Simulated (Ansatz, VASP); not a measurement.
BN: VASP beside Ansatz

Contents of INCAR:

```
SYSTEM = BN
ALGO     = Normal         ! electronic algorithm
EDIFF    = 1E-7           ! SCF threshold, eV
ENCUT    = 520            ! plane-wave cutoff, eV
GGA      = PE             ! functional
ISIF     = 2              ! what is computed and relaxed
ISMEAR   = 0              ! smearing method
LASPH    = .TRUE.         ! aspherical terms in the spheres
LCHARG   = .FALSE.        ! write CHGCAR
LREAL    = .FALSE.        ! projectors in reciprocal space
LWAVE    = .FALSE.        ! write WAVECAR
NBANDS   = 16             ! bands
NELM     = 100            ! most SCF steps
PREC     = Accurate       ! precision mode
SIGMA    = 0.05           ! smearing width, eV
```

The input KPOINTS:

```
k-points
0
G
  18 18 6
  0 0 0
```

File POSCAR:

```
BN
1.0
    2.4982400000      0.0000000000      0.0000000000
   -1.2491200000      2.1635393000      0.0000000000
    0.0000000000      0.0000000000      6.6357000000
B N
2 2
Direct
    0.3333333300      0.6666666700      0.2500000000
    0.6666666700      0.3333333300      0.7500000000
    0.3333333300      0.6666666700      0.7500000000
    0.6666666700      0.3333333300      0.2500000000
```

Input for Ansatz:

```yaml
crystal:
  lattice:
    - [2.49824, 0.0, 0.0]
    - [-1.24912, 2.1635393, 0.0]
    - [0.0, 0.0, 6.6357]
  atoms:
    - { symbol: B, position: [0.33333333, 0.66666667, 0.25] }
    - { symbol: B, position: [0.66666667, 0.33333333, 0.75] }
    - { symbol: "N", position: [0.33333333, 0.66666667, 0.75] }
    - { symbol: "N", position: [0.66666667, 0.33333333, 0.25] }
basis:
  ecutwfc: 420
kpoints:
  mp_grid: { grid: [18, 18, 6] }
hamiltonian:
  xc: pbe
scf:
  occupations: { method: gaussian, width: 0.05 }
output:
  forces: true
  eigenvalues: true
  eigenstates:
    nscf_kmesh: { grid: [36, 36, 12] }
    top_band: c6
    de_dk: true
    localisation: true
  stress: true
checkpoint:
  write: ck
  compress: false
  write_wavefunctions: false
  write_every: 100000
```

Alike in both runs: task single point; functional PBE; k mesh 18 × 18 × 6; occupations gaussian, width 0.05 eV; no spin polarisation.

|  | VASP | Ansatz |
| --- | --- | --- |
| version | VASP 6.6.1 | Ansatz 0.2.0 |
| potentials or method | VASP PAW PBE potentials, release 64 (B, N) | scalar-relativistic, plane waves, PAW |
| plane-wave cutoff (eV) | 520 | 420 |
| valence electrons in the cell | 16 | 16 |

Ansatz gave:

| Property | Result |
| --- | --- |
| gap on the k mesh at the Fermi level (eV) | 4.26 |
| pressure (GPa) | 5.1 |
| largest component of the traceless stress (GPa) | 2.09 |

What did VASP give for the same quantities?

gap on the k mesh at the Fermi level (eV): 4.25; pressure (GPa): 5.1; largest component of the traceless stress (GPa): 2.30.

Caveats: this functional lacks dispersion, which binds the layers, so the pressure and a relaxed spacing across them are unreliable. Expect the measured gap to be larger: semilocal functionals such as PBE lack the derivative discontinuity. A k mesh can miss the band edges.
